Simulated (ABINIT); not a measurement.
# Ta2N (P-3m1) in ABINIT: single point with PBEsol

Aim: the single point of Ta2N with PBEsol.

All numbers are computed with ABINIT 10.8.3 (patched build); they aren't measurements. Logs are shortened: lines on timing, memory, paths and dates and some standing lists are left out, and cuts for length are marked. The log counts tension as positive stress, the text compression.

## 1. The undisturbed crystal

Symmetry: P-3m1, No. 164, trigonal system. The conventional cell has a = 3.113 Å, b = 3.113 Å, c = 4.870 Å, α = 90.00°, β = 90.00°, γ = 120.00°. Ta (site symmetry 3m) is surrounded by 3 N at 2.18 Å. Around N (site symmetry -3m) lie 6 Ta at 2.18 Å.

The cell comes from a database or a generator and needn't be the stable form of this composition.

## 2. Single point, PBEsol (atoms moved at random, drawn with an rms of 0.05 Å)

File run.abi:

```
# Pseudopotentials
pp_dirpath "./"
pseudos "Ta.upf, N.upf"

# Structure
acell 5.8824557102 5.8824557101 9.2026657605
rprim
     1.0000000000     0.0000000000     0.0000000000
    -0.5000000000     0.8660254038     0.0000000000
     0.0000000000     0.0000000000     1.0000000000
ntypat 2
znucl 73 7
natom 3
typat 1 1 2
xred
     0.3246030000     0.6534240000     0.2512930000
     0.6906880000     0.3422290000     0.7432110000
    -0.0016550000     0.0058830000     0.0039570000
chkprim 0
chksymtnons 0
tolsym 1.0e-6

# Plane-wave basis
ecut 42.0

# k points
kptopt 1
ngkpt 10 10 6
nshiftk 1
shiftk 0.0 0.0 0.0

# Exchange and correlation
ixc -116133

# Bands and occupations
nband 20
occopt 3
tsmear 0.05 eV

# SCF cycle
nstep 100
tolvrs 1.0e-10

# Output
iomode 3
prtwf 0
prtden 0
prteig 0
prtebands 0
```

Potentials or basis: PseudoDojo NC SR PBEsol v0.4.1 standard.

Command:

```
$ abinit run.abi > log 2>&1
```

run.abo:

```text
.Version 10.8.3 of ABINIT
 Symmetries : space group P1 (#  1); Bravais aP (primitive triclinic)
================================================================================
 Values of the parameters that define the memory need of the present run
     intxc =       0    ionmov =       0      iscf =       7    lmnmax =       8
     lnmax =       8     mgfft =      54  mpssoang =       4    mqgrid =    3001
     natom =       3  nloc_mem =       1    nspden =       1   nspinor =       1
    nsppol =       1      nsym =       1    n1xccc =    2501    ntypat =       2
    occopt =       3   xclevel =       2
       mpw =        3621          nfft =       69984          nkpt =         304
================================================================================
================================================================================

--------------------------------------------------------------------------------
------------- Echo of variables that govern the present computation ------------
--------------------------------------------------------------------------------
 -outvars: echo values of preprocessed input variables --------
            acell      5.8824557102E+00  5.8824557101E+00  9.2026657605E+00 Bohr
              amu      1.80947900E+02  1.40067400E+01
          chkprim           0
      chksymtnons           0
             ecut      4.20000000E+01 Hartree
                       outvar_i_n : Printing only first  50 k-points.
              ixc     -116133
                       outvar_i_n : Printing only first  50 k-points.
         kptrlatt       10    0    0      0   10    0      0    0    6
          kptrlen      5.52159946E+01
            natom           3
            nband          20
            ngfft          36      36      54
             nkpt         304
            nstep         100
             nsym           1
           ntypat           2
                       prtocc : prtvol=0, do not print more k-points.
           occopt           3
           prtden           0
        prtebands           0
           prteig           0
            prtwf           0
            rprim      1.0000000000E+00  0.0000000000E+00  0.0000000000E+00
                      -5.0000000000E-01  8.6602540380E-01  0.0000000000E+00
                       0.0000000000E+00  0.0000000000E+00  1.0000000000E+00
          spgroup           1
           tolsym      1.00000000E-06
           tolvrs      1.00000000E-10
           tsmear      1.83746611E-03 Hartree
            typat      1  1  2
                       outvars : Printing only first  50 k-points.
           xangst     -6.5650248944E-03  1.7615116194E+00  1.2237569536E+00
                       1.6173603466E+00  9.2258680429E-01  3.6193193970E+00
                      -1.4308267902E-02  1.5859492239E-02  1.9269960824E-02
            xcart     -1.2406099060E-02  3.3287745283E+00  2.3125654870E+00
                       3.0563681020E+00  1.7434363875E+00  6.8395224225E+00
                      -2.7038707672E-02  2.9970096828E-02  3.6414948414E-02
             xred      3.2460300000E-01  6.5342400000E-01  2.5129300000E-01
                       6.9068800000E-01  3.4222900000E-01  7.4321100000E-01
                      -1.6550000000E-03  5.8830000000E-03  3.9570000000E-03
            znucl       73.00000    7.00000

================================================================================

 chkinp: Checking input parameters for consistency.

================================================================================
== DATASET  1 ==================================================================

--- !DatasetInfo
iteration_state: {dtset: 1, }
dimensions: {natom: 3, nkpt: 304, mband: 20, nsppol: 1, nspinor: 1, nspden: 1, mpw: 3621, }
cutoff_energies: {ecut:  42.0, pawecutdg:  -1.0, }
electrons: {nelect:   3.10000000E+01, charge:   0.00000000E+00, occopt:   3.00000000E+00, tsmear:   1.83746611E-03, }
meta: {optdriver: 0, ionmov: 0, optcell: 0, iscf: 7, paral_kgb: 0, }
...

 Real(R)+Recip(G) space primitive vectors, cartesian coordinates (Bohr,Bohr^-1):
 R(1)=  5.8824557  0.0000000  0.0000000  G(1)=  0.1699970  0.0981478  0.0000000
 R(2)= -2.9412279  5.0943561  0.0000000  G(2)=  0.0000000  0.1962957  0.0000000
 R(3)=  0.0000000  0.0000000  9.2026658  G(3)=  0.0000000  0.0000000  0.1086642
 Unit cell volume ucvol=  2.7577927E+02 bohr^3
 Angles (23,13,12)=  9.00000000E+01  9.00000000E+01  1.20000000E+02 degrees

 getcut: wavevector=  0.0000  0.0000  0.0000  ngfft=  36  36  54
         ecut(hartree)=     42.000   => boxcut(ratio)=   2.01136

--- Pseudopotential description ------------------------------------------------
- pspini: atom type   1  psp file is ./Ta.upf
12 -116133 3 -1 1432                          pspcod,pspxc,lmax,lloc,mmax
     nproj     2     2     2     2

- pspini: atom type   2  psp file is ./N.upf
12 -116133 1 -1 1058                          pspcod,pspxc,lmax,lloc,mmax
     nproj     2     2     0     0

   1.50910161E+03                                ecore*ucvol(ha*bohr**3)
--------------------------------------------------------------------------------

================================================================================

--- !BeginCycle
iteration_state: {dtset: 1, }
solver: {iscf: 7, nstep: 100, nline: 4, wfoptalg: 0, }
tolerances: {tolvrs: 1.00E-10, }
...

     iter   Etot(hartree)      deltaE(h)  residm     vres2
 ETOT  1  -140.40928615453    -1.404E+02 1.393E-01 7.030E+02
 ETOT  2  -140.32536352820     8.392E-02 3.082E-02 1.787E+03
 ETOT  3  -140.59866705087    -2.733E-01 1.658E-02 1.625E+01
 ETOT  4  -140.60084546992    -2.178E-03 1.271E-02 6.453E-01
 ETOT  5  -140.60086122364    -1.575E-05 2.414E-03 5.048E-01
 ETOT  6  -140.60089610724    -3.488E-05 2.766E-03 2.583E-02
 ETOT  7  -140.60090118044    -5.073E-06 2.435E-03 5.424E-04
 ETOT  8  -140.60090124482    -6.438E-08 2.830E-03 5.383E-06
 ETOT  9  -140.60090124645    -1.626E-09 1.965E-03 1.501E-07
 ETOT 10  -140.60090124658    -1.302E-10 1.493E-03 1.228E-08
 ETOT 11  -140.60090124660    -2.169E-11 1.245E-03 9.136E-11

 At SCF step   11       vres2   =  9.14E-11 < tolvrs=  1.00E-10 =>converged.

 Cartesian components of stress tensor (hartree/bohr^3)
  sigma(1 1)=  2.94889523E-04  sigma(3 2)= -3.69434431E-05
  sigma(2 2)=  2.93292103E-04  sigma(3 1)= -3.05876290E-05
  sigma(3 3)=  2.77201730E-04  sigma(2 1)= -6.45543952E-06

--- !ResultsGS
iteration_state: {dtset: 1, }
comment   : Summary of ground state results
lattice_vectors:
- [  5.8824557,   0.0000000,   0.0000000, ]
- [ -2.9412279,   5.0943561,   0.0000000, ]
- [  0.0000000,   0.0000000,   9.2026658, ]
lattice_lengths: [   5.88246,    5.88246,    9.20267, ]
lattice_angles: [ 90.000,  90.000, 120.000, ] # degrees, (23, 13, 12)
lattice_volume:   2.7577927E+02
convergence: {deltae: -2.169E-11, res2:  9.136E-11, residm:  1.245E-03, diffor: null, }
etotal    :  -1.40600901E+02
entropy   :   0.00000000E+00
fermie    :   5.31186942E-01
cartesian_stress_tensor: # hartree/bohr^3
- [  2.94889523E-04,  -6.45543952E-06,  -3.05876290E-05, ]
- [ -6.45543952E-06,   2.93292103E-04,  -3.69434431E-05, ]
- [ -3.05876290E-05,  -3.69434431E-05,   2.77201730E-04, ]
pressure_GPa:  -8.4868E+00
xred      :
- [  3.2460E-01,   6.5342E-01,   2.5129E-01, Ta]
- [  6.9069E-01,   3.4223E-01,   7.4321E-01, Ta]
- [ -1.6550E-03,   5.8830E-03,   3.9570E-03,  N]
cartesian_forces: # hartree/bohr
- [ -1.06402728E-03,   6.82473318E-03,   8.97701975E-04, ]
- [ -8.11746900E-03,   2.07833525E-04,   7.89817673E-03, ]
- [  9.18149628E-03,  -7.03256671E-03,  -8.79587871E-03, ]
force_length_stats: {min:   6.96527142E-03, max:   1.45301187E-02, mean:   1.09410434E-02, }
...

 Integrated electronic density in atomic spheres:
 ------------------------------------------------
 Atom  Sphere_radius  Integrated_density
    1        2.00000          9.23917934
    2        2.00000          9.22673805
    3        2.00000          5.32703113
================================================================================

 ----iterations are completed or convergence reached----

 Mean square residual over all n,k,spin=   32.308E-07; max=  12.455E-04
 reduced coordinates (array xred) for    3 atoms
       0.324603000000      0.653424000000      0.251293000000
       0.690688000000      0.342229000000      0.743211000000
      -0.001655000000      0.005883000000      0.003957000000
 rms dE/dt=  5.0712E-02; max dE/dt=  8.0944E-02; dE/dt below (all hartree)
    1       0.006259066401     -0.037897137290     -0.008262376376
    2       0.047750624953     -0.024934073549     -0.072685405758
    3      -0.054009772130      0.062831301955      0.080944406682

 cartesian coordinates (angstrom) at end:
    1     -0.00656502489438     1.76151161942227     1.22375695358629
    2      1.61736034659123     0.92258680428522     3.61931939700596
    3     -0.01430826790239     0.01585949223944     0.01926996082398

 cartesian forces (hartree/bohr) at end:
    1     -0.00106402727611     0.00682473318345     0.00089770197466
    2     -0.00811746900114     0.00020783352508     0.00789817673476
    3      0.00918149627726    -0.00703256670853    -0.00879587870942
 frms,max,avg= 6.5655418E-03 9.1814963E-03   4.577E-09 -3.319E-09  1.223E-07 h/b

 cartesian forces (eV/Angstrom) at end:
    1     -0.05471448242609     0.35094189050528     0.04616169154572
    2     -0.41741703899681     0.01068722955774     0.40614057727024
    3      0.47213152142290    -0.36162912006302    -0.45230226881596
 frms,max,avg= 3.3761373E-01 4.7213152E-01   2.354E-07 -1.707E-07  6.287E-06 e/A
 length scales=  5.882455710200  5.882455710100  9.202665760500 bohr
              =  3.112861503872  3.112861503819  4.869840996710 angstroms
 Fermi (or HOMO) energy (hartree) =   0.53119   Average Vxc (hartree)=  -0.49408
 Eigenvalues (hartree) for nkpt= 304  k points:
 kpt#   1, nband= 20, wtk=  0.00167, kpt=  0.0000  0.0000  0.0000 (reduced coord)
  -1.99037   -1.98751   -0.77808   -0.75180   -0.75105   -0.74755   -0.74606   -0.74241
  -0.10613    0.22198    0.30607    0.30948    0.34967    0.50208    0.51792    0.52693
   0.53303    0.54545    0.54992    0.56810
      occupation numbers for kpt#   1
   2.00000    2.00000    2.00000    2.00000    2.00000    2.00000    2.00000    2.00000
   2.00000    2.00000    2.00000    2.00000    2.00000    2.00000    1.99853    1.82035
   0.53603    0.00085    0.00007    0.00000
 prteigrs : prtvol=0 or 1, do not print more k-points.

--- !EnergyTerms
iteration_state     : {dtset: 1, }
comment             : Components of total free energy in Hartree
kinetic             :  4.12498650278875E+01
hartree             :  1.65424138017831E+01
xc                  : -3.24486537842759E+01
Ewald energy        : -1.08394960056220E+02
psp_core            :  5.47213585590975E+00
local_psp           : -7.11349028073301E+01
non_local_psp       :  8.11359662535745E+00
internal            : -1.40600505336888E+02
'-kT*entropy'       : -3.95909709526522E-04
total_energy        : -1.40600901246598E+02
total_energy_eV     : -3.82594543035420E+03
band_energy         : -1.24718600521746E+01
...

 Cartesian components of stress tensor (hartree/bohr^3)
  sigma(1 1)=  2.94889523E-04  sigma(3 2)= -3.69434431E-05
  sigma(2 2)=  2.93292103E-04  sigma(3 1)= -3.05876290E-05
  sigma(3 3)=  2.77201730E-04  sigma(2 1)= -6.45543952E-06

-Cartesian components of stress tensor (GPa)         [Pressure= -8.4868E+00 GPa]
- sigma(1 1)=  8.67594931E+00  sigma(3 2)= -1.08691362E+00
- sigma(2 2)=  8.62895159E+00  sigma(3 1)= -8.99919114E-01
- sigma(3 3)=  8.15555646E+00  sigma(2 1)= -1.89925588E-01

== END DATASET(S) ==============================================================
================================================================================

 -outvars: echo values of variables after computation  --------
            acell      5.8824557102E+00  5.8824557101E+00  9.2026657605E+00 Bohr
           etotal     -1.4060090125E+02
            fcart     -1.0640272761E-03  6.8247331834E-03  8.9770197466E-04
                      -8.1174690011E-03  2.0783352508E-04  7.8981767348E-03
                       9.1814962773E-03 -7.0325667085E-03 -8.7958787094E-03
            rprim      1.0000000000E+00  0.0000000000E+00  0.0000000000E+00
                      -5.0000000000E-01  8.6602540380E-01  0.0000000000E+00
                       0.0000000000E+00  0.0000000000E+00  1.0000000000E+00
           strten      2.9488952326E-04  2.9329210332E-04  2.7720172973E-04
                      -3.6943443142E-05 -3.0587628988E-05 -6.4554395229E-06
           xangst     -6.5650248944E-03  1.7615116194E+00  1.2237569536E+00
                       1.6173603466E+00  9.2258680429E-01  3.6193193970E+00
                      -1.4308267902E-02  1.5859492239E-02  1.9269960824E-02
             xred      3.2460300000E-01  6.5342400000E-01  2.5129300000E-01
                       6.9068800000E-01  3.4222900000E-01  7.4321100000E-01
                      -1.6550000000E-03  5.8830000000E-03  3.9570000000E-03
 Calculation completed.
```

Run time: 14 min. Hardware: 1 thread of Arm Neoverse V1, shared host; peak memory 0.4 GiB.

Results:

```yaml
Free_energy: -3825.9454 eV
Pressure: -8.5 GPa
Largest_force: 0.747 eV/Å
Band_gap_on_the_k_mesh: none (metal or under the smearing width)
Valence_electrons_inside_the_program's_atomic_spheres: Ta 9.24, 9.23; N 5.33
```

Forces on the atoms (eV/Å):
```
Ta  -0.055  0.351  0.046
Ta  -0.417  0.011  0.406
N    0.472 -0.362 -0.452
```

Levels at points of the mesh, in eV from the Fermi level:
| k point | band 12 | band 13 | band 14 | band 15 | band 16 | band 17 | band 18 | band 19 |
| --- | --- | --- | --- | --- | --- | --- | --- | --- |
| (0.00, 0.00, 0.00) | -6.03 | -4.94 | -0.79 | -0.36 | -0.12 | 0.05 | 0.39 | 0.51 |
| (0.50, 0.00, 0.00) | -6.46 | -4.45 | -2.55 | -1.47 | 1.86 | 1.99 | 3.61 | 3.94 |
| (0.00, 0.50, 0.00) | -6.32 | -4.54 | -2.62 | -1.31 | 1.54 | 1.93 | 3.68 | 3.92 |
| (0.50, 0.50, 0.00) | -6.34 | -4.53 | -2.61 | -1.33 | 1.56 | 2.04 | 3.66 | 3.79 |
| (0.00, 0.00, 0.50) | -6.17 | -2.87 | -2.63 | -1.15 | -1.07 | 1.66 | 1.73 | 2.22 |
| (0.50, 0.00, 0.50) | -6.21 | -3.20 | -2.26 | -2.07 | -0.04 | 0.77 | 3.28 | 3.65 |
| (0.00, 0.50, 0.50) | -6.05 | -3.34 | -2.19 | -2.01 | -0.40 | 0.77 | 3.22 | 3.41 |
| (0.50, 0.50, 0.50) | -6.08 | -3.33 | -2.16 | -2.07 | -0.26 | 0.78 | 3.22 | 3.49 |

Spin-orbit coupling is left out, which matters for the levels of Ta.
